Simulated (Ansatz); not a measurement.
# TaN (Fm-3m) in Ansatz: notebook

One crystal, TaN, is run at these levels: LDA; tasks: single point, equation of state.

Everything below comes from runs of Ansatz 0.2.0. Logs are shortened: lines on timing, memory, paths and dates and some standing lists are left out, and cuts for length are marked.

### Step 1. Starting point

Symmetry: Fm-3m, No. 225, cubic system. The conventional cell has a = 4.423 Å, b = 4.423 Å, c = 4.423 Å, α = 90.00°, β = 90.00°, γ = 90.00°. Ta (site symmetry m-3m) has 6 N at 2.21 Å as nearest neighbours. N (site symmetry m-3m) is surrounded by 6 Ta at 2.21 Å.

The cell comes from a database or a generator and needn't be the stable form of this composition.

### Step 2. Single point, LDA, 10.16 Å³/atom (volume scaled by 0.94)

input.yaml

```yaml
crystal:
  lattice:
    - [0.0, 2.1661812927, 2.1661812927]
    - [2.1661812927, 0.0, 2.1661812927]
    - [2.1661812927, 2.1661812927, 0.0]
  atoms:
    - { symbol: Ta, position: [0.5, 0.5, 0.5] }
    - { symbol: "N", position: [0.0, 0.0, 0.0] }
hamiltonian:
  xc: lda
  pseudopotentials: { kind: paw }
kpoints:
  mp_grid: { grid: [10, 10, 10] }
scf:
  occupations: { method: fermi_dirac, width: 0.05 }
output:
  forces: true
  stress: true
  eigenvalues: true
```

Potentials or basis: Ansatz PAW.

On the command line:

```sh
$ ansatz run input.yaml --threads 2 --pin off --max-ram 5120MiB --backend cpu --events-out ev --progress --plain --runs-dir out
```

Standard output:

```text
Warning: RAYON_NUM_THREADS=2 ignored (pool sized by the plan → 2); use --threads N
Engine: ansatz 0.2.0, aarch64-unknown-linux-gnu
Pseudopotentials: kind: paw
Pseudopotential: Ta, paw, valence charge 13, recommended cutoff 420 eV (normal), Ta.paw.azcp
Pseudopotential: N, paw, valence charge 5, recommended cutoff 420 eV (normal), N.paw.azcp
Functional definition: SPW92
  exchange = slater_x
  correlation = pw_c
Crystal: 2 atoms, lattice volume = 20.329 Å³
Basis set: ecut = 420 eV, 411 PW (Γ)
Bands: 13, of which v1, the nominal top of the filled ones, is band 9 counted from 1 (8 counted from 0)
Symmetry: 48 space group operations
Space group: Fm-3m (ITA 225), of the structure as read, at distance tolerance 2.7e-5 Å
k-points: 47 of 1000
Non-local potential: Ta, projectors of the file, l = 0: 3, l = 1: 2, l = 2: 2, l = 3: 1
Non-local potential: N, projectors of the file, l = 0: 2, l = 1: 2, l = 2: 1
PAW form: soft (Blöchl's): semilocal exchange-correlation on the pseudo side does not see the compensation charge
PAW frozen core: Ta, regenerated for the run's functional, and the local potential with it (the file was generated under x = pbe(κ = 0.804, μ = 0.2195149727645171), c = pbe(β = 0.06672455060314922))
PAW frozen core: N, regenerated for the run's functional, and the local potential with it (the file was generated under x = pbe(κ = 0.804, μ = 0.2195149727645171), c = pbe(β = 0.06672455060314922))
PAW one-centre angular grid: Ta, 590 points (default); XC on 64 Gauss nodes
PAW one-centre angular grid: N, 110 points (default); XC on 64 Gauss nodes
Initial density: superposition of atomic densities (neutral atoms: chi_scale 0, normalization atom), corrected by the library's trained network
Initial wavefunctions: pseudopotential atomic-orbital guess
Functional: x = slater, c = lda
SCF iter   1: F=—  HF=-10058.725194 eV  |F-HF|=—  |Δ(HF+E_count)|=         —  Δρ=1.17e-2  dr2=3.01e-2  ethr=1.77e-3  ⟨swp⟩=6.1  Hψ=7269  notcnv=0  defer=8
automatic band count: the SCF goes on with 17 bands, as 13 were too few: the levels above may hold too much charge
preconditioner: auto → none  [metal: Δε(μ)=0.079 eV  Ē_g=15.989 eV  σ=0.050 eV  W_gap=0.37  n_scr=8 (ndim 8)  ℏωp=26.0 eV  f_vac=0.000  D(μ)=0.83/eV (n_scr^D=8)  sad-step TF]
SCF iter   2: F=—  HF=-10058.721935 eV  |F-HF|=—  |Δ(HF+E_count)|=   3.26e-3  Δρ=8.32e-3  dr2=1.64e-2  ethr=1.67e-4  ⟨swp⟩=1.0  Hψ=1175  notcnv=0  defer=22
SCF iter   3: F=—  HF=-10058.718101 eV  |F-HF|=—  |Δ(HF+E_count)|=   3.83e-3  Δρ=1.33e-3  dr2=3.61e-4  ethr=9.08e-5  ⟨swp⟩=2.1  Hψ=920  notcnv=0  defer=23
SCF iter   4: F=—  HF=-10058.717950 eV  |F-HF|=—  |Δ(HF+E_count)|=   1.51e-4  Δρ=1.98e-4  dr2=7.53e-6  ethr=2.01e-6  ⟨swp⟩=2.1  Hψ=844  notcnv=0  defer=23
SCF iter   5: F=—  HF=-10058.717945 eV  |F-HF|=—  |Δ(HF+E_count)|=   4.81e-6  Δρ=2.26e-5  dr2=6.44e-8  ethr=4.18e-8  ⟨swp⟩=2.4  Hψ=1052  notcnv=0  defer=23
SCF iter   6: F=-10058.717945 eV  HF=-10058.717945 eV  |F-HF|=2.55e-11  |Δ(HF+E_count)|=   1.44e-8  Δρ=2.27e-6  dr2=3.39e-10  ethr=3.58e-10  ⟨swp⟩=5.8  Hψ=3373  notcnv=0
SCF 1 converged in 6 iterations: F = -10058.717945 eV  dr2 = 3.39e-10
SCF converged after 6 iterations
Free energy (F): -10058.717945 eV
Harris-Foulkes:  -10058.717945 eV  (|F-HF|=2.55e-11)
Internal energy: -10058.712159 eV  (E = F + TS)
E sigma→0 (E₀):  -10058.715052 eV
Entropy (-TS):   -0.005786 eV (-2.893 meV/atom)
Fermi energy:    22.406269 eV
--- Per-component energies (eV) ---
  E_band       = -32.599673
  E_kinetic    = 504.216588
  E_local      = -559.258618  (includes V_loc(G=0)·N_el)
  E_nonlocal   = 67.722505
  E_hartree    = 188.833614
  E_xc         = -278.975876
  E_vxc        = -283.512364  (∫ρ·V_xc dr)
  E_paw        = -8267.988200  (= ΣΔE_a)
  E_vpaw       = -139.435058  (= ΣTr[D̂ρ^β])
  E_aug_tail   = 0.000271  (compensation charges beyond the density's cutoff)
  E_ewald      = -1713.601390
  E_core_change = 0.338947  (= ΣΔE_core)
  E_smearing   = -0.005786  (= −TS)
  E_closure    = 0.000000  (closes the sum)
  Σ components = -10058.717945   (vs F -10058.717945, Δ=0.00e0)
--- Forces (eV/Å), atoms counted from 1 ---
  atom   1  Ta     0.00000000     0.00000000    -0.00000000
  atom   2  N     -0.00000000     0.00000000     0.00000000
  max |Σ_I F_I| component: 1.99e-29 eV/Å
--- Stress (GPa, compression-positive) ---
        4.138849       0.000000      -0.000000
        0.000000       4.138849       0.000000
        0.000000       0.000000       4.138849
  P = ⅓ Tr σ = 4.1388 GPa (41.388 kbar)
--- Band table (eV; the first three rows and the last of 47) ---
  k-point 0: bands = ["-46.9730", "-13.1999", "-13.1999", "-13.1999", "3.4075", "18.4927", "18.4927", "18.4927", "20.1302", "20.1302", "20.1302", "22.4061", "22.4061", "24.4542", "31.6574", "47.4832", "47.4832"]
  k-point 1: bands = ["-46.9663", "-13.3053", "-13.2091", "-13.2091", "3.6715", "17.3552", "17.6837", "17.6837", "20.5123", "20.5123", "20.6171", "23.3953", "23.3953", "25.1234", "32.4238", "44.4187", "45.6724"]
  k-point 2: bands = ["-46.9486", "-13.5722", "-13.2330", "-13.2330", "4.3905", "15.4776", "16.4132", "16.4132", "21.2224", "21.3730", "21.3730", "25.4049", "25.4049", "26.5423", "34.2472", "41.0290", "42.3390"]
  k-point 46: bands = ["-46.8787", "-13.8853", "-13.7228", "-13.5654", "5.3636", "14.9172", "15.5020", "15.5498", "21.0183", "23.3561", "26.1909", "26.5810", "27.4381", "32.2846", "33.7933", "35.8744", "38.5415"]
```

Run time: 0.68 s. Hardware: 2 threads of Arm Neoverse V2, shared host; peak memory 0.27 GiB.

Results:

| Property | Result |
| --- | --- |
| Free energy | -10058.7179 eV |
| Pressure | 4.1 GPa |
| Band gap on the k mesh | none (metal or under the smearing width) |

Caveat: the pressure holds a Pulay correction of +0.6 GPa for the finite cutoff; the PAW data sets come from PBE, with cores solved anew for the run's functional, which leaves a small shift of forces and pressure.

### Step 3. Single point, LDA, 10.38 Å³/atom (volume scaled by 0.96)

Changes to input.yaml since step 2:

```diff
@@ -2,5 +2,5 @@
   lattice:
-    - [0.0, 2.1661812927, 2.1661812927]
-    - [2.1661812927, 0.0, 2.1661812927]
-    - [2.1661812927, 2.1661812927, 0.0]
+    - [0.0, 2.1814365931, 2.1814365931]
+    - [2.1814365931, 0.0, 2.1814365931]
+    - [2.1814365931, 2.1814365931, 0.0]
   atoms:
```

Potentials or basis: Ansatz PAW.

On the command line:

```sh
$ ansatz run input.yaml --threads 2 --pin off --max-ram 5120MiB --backend cpu --events-out ev --progress --plain --runs-dir out
```

It took 0.68 s on 2 threads of Arm Neoverse V2, shared host; peak memory 0.27 GiB.

Results (log left out):

```yaml
Free_energy: -10058.7182 eV
Pressure: -3.8 GPa
Band_gap_on_the_k_mesh: none (metal or under the smearing width)
```

Caveat: the pressure holds a Pulay correction of +0.6 GPa for the finite cutoff; the PAW data sets come from PBE, with cores solved anew for the run's functional, which leaves a small shift of forces and pressure.

### Step 4. Single point, LDA, 10.60 Å³/atom (volume scaled by 0.98)

Changes to input.yaml since step 3:

```diff
@@ -2,5 +2,5 @@
   lattice:
-    - [0.0, 2.1814365931, 2.1814365931]
-    - [2.1814365931, 0.0, 2.1814365931]
-    - [2.1814365931, 2.1814365931, 0.0]
+    - [0.0, 2.1964814589, 2.1964814589]
+    - [2.1964814589, 0.0, 2.1964814589]
+    - [2.1964814589, 2.1964814589, 0.0]
   atoms:
```

On the command line:

```sh
$ ansatz run input.yaml --threads 2 --pin off --max-ram 5120MiB --backend cpu --events-out ev --progress --plain --runs-dir out
```

It took 0.67 s on 2 threads of Arm Neoverse V2, shared host; peak memory 0.27 GiB.

Results (log left out):

```yaml
Free_energy: -10058.6983 eV
Pressure: -10.9 GPa
Band_gap_on_the_k_mesh: none (metal or under the smearing width)
```

Caveat: the pressure holds a Pulay correction of +0.6 GPa for the finite cutoff; the PAW data sets come from PBE, with cores solved anew for the run's functional, which leaves a small shift of forces and pressure.

### Step 5. Single point, LDA, 10.81 Å³/atom

Changes to input.yaml since step 4:

```diff
@@ -2,5 +2,5 @@
   lattice:
-    - [0.0, 2.1964814589, 2.1964814589]
-    - [2.1964814589, 0.0, 2.1964814589]
-    - [2.1964814589, 2.1964814589, 0.0]
+    - [0.0, 2.211323, 2.211323]
+    - [2.211323, 0.0, 2.211323]
+    - [2.211323, 2.211323, 0.0]
   atoms:
```

On the command line:

```sh
$ ansatz run input.yaml --threads 2 --pin off --max-ram 5120MiB --backend cpu --events-out ev --progress --plain --runs-dir out
```

It took 0.67 s on 2 threads of Arm Neoverse V2, shared host; peak memory 0.27 GiB.

The run converged. Its results:

| Property | Result |
| --- | --- |
| Free energy | -10058.6603 eV |
| Pressure | -17.2 GPa |
| Band gap on the k mesh | none (metal or under the smearing width) |

Caveat: the pressure holds a Pulay correction of +0.6 GPa for the finite cutoff; the PAW data sets come from PBE, with cores solved anew for the run's functional, which leaves a small shift of forces and pressure.

### Step 6. Single point, LDA, 11.03 Å³/atom (volume scaled by 1.02)

Changes to input.yaml since step 5:

```diff
@@ -2,5 +2,5 @@
   lattice:
-    - [0.0, 2.211323, 2.211323]
-    - [2.211323, 0.0, 2.211323]
-    - [2.211323, 2.211323, 0.0]
+    - [0.0, 2.22596795, 2.22596795]
+    - [2.22596795, 0.0, 2.22596795]
+    - [2.22596795, 2.22596795, 0.0]
   atoms:
@@ -19 +19,5 @@
   eigenvalues: true
+  write_density: true
+  write_potential: true
+  elf: true
+  volumetric_format: npy
```

Potentials or basis: Ansatz PAW.

On the command line:

```sh
$ ansatz run input.yaml --threads 2 --pin off --max-ram 5120MiB --backend cpu --events-out ev --progress --plain --runs-dir out
```

Run time: 0.83 s. Hardware: 2 threads of Arm Neoverse V2, shared host; peak memory 0.28 GiB.

The run converged. Its results:

```
Free energy            : -10058.6061 eV
Pressure               : -22.8 GPa
Band gap on the k mesh : none (metal or under the smearing width)
```

Caveat: the pressure holds a Pulay correction of +0.6 GPa for the finite cutoff; the PAW data sets come from PBE, with cores solved anew for the run's functional, which leaves a small shift of forces and pressure.

### Step 7. Single point, LDA, 11.25 Å³/atom (volume scaled by 1.04)

input.yaml

```yaml
crystal:
  lattice:
    - [0.0, 2.2404226923, 2.2404226923]
    - [2.2404226923, 0.0, 2.2404226923]
    - [2.2404226923, 2.2404226923, 0.0]
  atoms:
    - { symbol: Ta, position: [0.5, 0.5, 0.5] }
    - { symbol: "N", position: [0.0, 0.0, 0.0] }
hamiltonian:
  xc: lda
  pseudopotentials: { kind: paw }
kpoints:
  mp_grid: { grid: [10, 10, 10] }
scf:
  occupations: { method: fermi_dirac, width: 0.05 }
output:
  forces: true
  stress: true
  eigenvalues: true
```

On the command line:

```sh
$ ansatz run input.yaml --threads 2 --pin off --max-ram 5120MiB --backend cpu --events-out ev --progress --plain --runs-dir out
```

Wall time 0.68 s (2 threads of Arm Neoverse V2, shared host); peak memory 0.27 GiB.

The run converged. Its results:

```
Free energy            : -10058.5377 eV
Pressure               : -27.8 GPa
Band gap on the k mesh : none (metal or under the smearing width)
```

Caveat: the pressure holds a Pulay correction of +0.6 GPa for the finite cutoff; the PAW data sets come from PBE, with cores solved anew for the run's functional, which leaves a small shift of forces and pressure.

### Step 8. Single point, LDA, 11.46 Å³/atom (volume scaled by 1.06)

Changes to input.yaml since step 7:

```diff
@@ -2,5 +2,5 @@
   lattice:
-    - [0.0, 2.2404226923, 2.2404226923]
-    - [2.2404226923, 0.0, 2.2404226923]
-    - [2.2404226923, 2.2404226923, 0.0]
+    - [0.0, 2.2546932853, 2.2546932853]
+    - [2.2546932853, 0.0, 2.2546932853]
+    - [2.2546932853, 2.2546932853, 0.0]
   atoms:
@@ -19 +19,5 @@
   eigenvalues: true
+  write_density: true
+  write_potential: true
+  elf: true
+  volumetric_format: npy
```

On the command line:

```sh
$ ansatz run input.yaml --threads 2 --pin off --max-ram 5120MiB --backend cpu --events-out ev --progress --plain --runs-dir out
```

It took 0.84 s on 2 threads of Arm Neoverse V2, shared host; peak memory 0.28 GiB.

Results (log left out):

```yaml
Free_energy: -10058.4565 eV
Pressure: -32.3 GPa
Band_gap_on_the_k_mesh: none (metal or under the smearing width)
```

Caveat: the pressure holds a Pulay correction of +0.6 GPa for the finite cutoff; the PAW data sets come from PBE, with cores solved anew for the run's functional, which leaves a small shift of forces and pressure.

### Step 9. Equation of state, LDA

Potentials or basis: Ansatz PAW.

No new run: the results of the series are fitted here.

Results:

| Property | Result |
| --- | --- |
| Equilibrium volume | 10.27 Å³/atom |
| Bulk modulus | 377 GPa |
| Pressure derivative of the bulk modulus | 4.5 |

Energy against volume, from the lowest point:
```
volume (Å³/atom)  energy (meV/atom)
          10.164               0.12
          10.381               0.00
          10.597               9.97
          10.813              28.94
          11.030              56.04
          11.246              90.26
          11.462             130.87
```

Spin-orbit coupling is left out, which matters for the levels of Ta.
